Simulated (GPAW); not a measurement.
Rb:

```
CELL_PARAMETERS angstrom
0.00000 3.63988 3.63988
3.63988 0.00000 3.63988
3.63988 3.63988 0.00000
ATOMIC_POSITIONS crystal
Rb 0.00000 0.00000 0.00000
```

This isn't the form of Rb at room conditions, which is bcc.

```yaml
Program: GPAW 26.7.0
Task: single point
Functional: PBE
Potentials_or_basis: GPAW PAW data sets (gpaw-data 1.2.1)
Cutoff: 600 eV
Basis: pw
k_mesh: 6 × 6 × 6
Occupations: fermi-dirac, width 0.05 eV
Spin: no spin polarisation
```

On this cell: pressure -0.1 GPa; band gap on the k mesh none (metal or under the smearing width).

The same run follows on a disturbed copy (cell strained at random at fixed volume):

```
Rb
1.0
    -0.03369    3.68041    3.61935
     3.59207   -0.01407    3.59973
     3.60347    3.67219   -0.02547
Rb
1
Direct
  0.00422 0.00482 0.99140
```

What does the disturbed cell give?

The energy (extrapolated to zero smearing) moves by +0.1 meV/atom; pressure -0.1 GPa; band gap on the k mesh none (metal or under the smearing width).
